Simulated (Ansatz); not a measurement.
# Pt: the cost of one run

Method: DFT PBE, scalar-relativistic, plane waves, PAW, in Ansatz 0.2.0.

The COD entry's cell or inner coordinates are ideal or old and differ from later refinements, so a difference from it is no clean test against experiment.

2 further runs of the same task are left out: 2 set aside as unsound or not needed.

**1. The system as given**

The structure is cubic, space group Fm-3m (No. 225). The conventional cell has a = 3.970 Å, b = 3.970 Å, c = 3.970 Å, α = 90.00°, β = 90.00°, γ = 90.00°. Around Pt (site symmetry m-3m) lie 12 Pt at 2.81 Å.

Structure file:

```
CELL_PARAMETERS angstrom
0.00000 1.98506 1.98506
1.98506 0.00000 1.98506
1.98506 1.98506 0.00000
ATOMIC_POSITIONS crystal
Pt 0.00000 0.00000 0.00000
```

It is the result of an earlier relaxation at this level (volume 15.64 Å³/atom; gap on the mesh: none (metal)).

**2. The slab**

Miller indices refer to the conventional cell of the relaxed bulk, Fm-3m (No. 225): a = 3.970 Å, b = 3.970 Å, c = 3.970 Å, α = 90.00°, β = 90.00°, γ = 90.00°.

A (100) slab, 6.0 Å thick as cut, with 16 Å of vacuum, in a 2×2 surface cell; its outer planes are Pt (top) and Pt (bottom).

The slab as cut. Layers, bottom to top:

| plane | atoms per cell | height over the lowest (Å) |
| --- | --- | --- |
| 1 | Pt4 | 0.00 |
| 2 | Pt4 | 1.99 |
| 3 | Pt4 | 3.97 |
| 4 | Pt4 | 5.96 |

**3. Relaxing the clean slab**

The input, input.yaml:

```yaml
crystal:
  lattice:
    - [5.6145835582, 0.0, 0.0]
    - [0.0, 5.6145835582, 0.0]
    - [0.0, 0.0, 21.9551651613]
  atoms:
    - { symbol: Pt, position: [0.25, 0.25, 0.3643789487] }
    - { symbol: Pt, position: [0.25, 0.75, 0.3643789487] }
    - { symbol: Pt, position: [0.75, 0.25, 0.3643789487] }
    - { symbol: Pt, position: [0.75, 0.75, 0.3643789487] }
    - { symbol: Pt, position: [0.5, 0.5, 0.4547929829] }
    - { symbol: Pt, position: [0.5, 0.0, 0.4547929829] }
    - { symbol: Pt, position: [0.0, 0.5, 0.4547929829] }
    - { symbol: Pt, position: [0.0, 0.0, 0.4547929829] }
    - { symbol: Pt, position: [0.75, 0.75, 0.5452070171] }
    - { symbol: Pt, position: [0.75, 0.25, 0.5452070171] }
    - { symbol: Pt, position: [0.25, 0.75, 0.5452070171] }
    - { symbol: Pt, position: [0.25, 0.25, 0.5452070171] }
    - { symbol: Pt, position: [0.0, 0.0, 0.6356210513] }
    - { symbol: Pt, position: [0.0, 0.5, 0.6356210513] }
    - { symbol: Pt, position: [0.5, 0.0, 0.6356210513] }
    - { symbol: Pt, position: [0.5, 0.5, 0.6356210513] }
basis:
  ecutwfc: 420
kpoints:
  mp_grid: { grid: [4, 4, 1] }
hamiltonian:
  xc: pbe
scf:
  occupations: { method: gaussian, width: 0.1 }
output:
  forces: true
  eigenvalues: true
relax:
  adjacent_minimum: "off"
  f_tol: 0.03
  max_steps: 70
  constraints: [{ sites: [0, 1, 2, 3, 4, 5, 6, 7] }]
efield:
  axis: 3
  dipole_correction: true
  ramp_width: 0.04
```

Command:

```sh
ansatz run input.yaml --threads 4 --pin off --max-ram 10240MiB --backend cpu --events-out ev --progress --plain --runs-dir out
```

Q: Estimate wall time and peak memory on 4 threads of AMD EPYC 7B13 (Zen 3), shared host.

About 56 s, with a peak of 2.3 GiB.
